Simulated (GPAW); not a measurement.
Crystal: Pb.

```
Pb
1.0
     0.00000    2.47502    2.47502
     2.47502    0.00000    2.47502
     2.47502    2.47502    0.00000
Pb
1
Direct
  0.00000 0.00000 0.00000
```

Base run:

* Program: GPAW 26.7.0
* Functional: LDA
* Potentials or basis: the program's PAW data sets (release 1.2.1) made for this functional
* Cutoff: 500 eV
* Basis: pw
* k mesh: 8 × 8 × 8
* Occupations: fermi-dirac, width 0.01 eV
* Spin: no spin polarisation

Its results: band gap on the k mesh none (metal or under the smearing width); pressure -2.4 GPa.

Problem. The run is repeated on the same cell with these changes: functional from LDA to SCAN; potentials or basis from the program's PAW data sets (release 1.2.1) made for this functional to GPAW PAW data sets (gpaw-data 1.2.1). What comes out?

Solution. Band gap on the k mesh none (metal or under the smearing width); pressure 0.3 GPa.

Caveats: the cutoff is short for stress and forces, so pressures can be off by a GPa or more; the PAW data sets were made with another functional, which shifts forces and pressure a little (some runs).
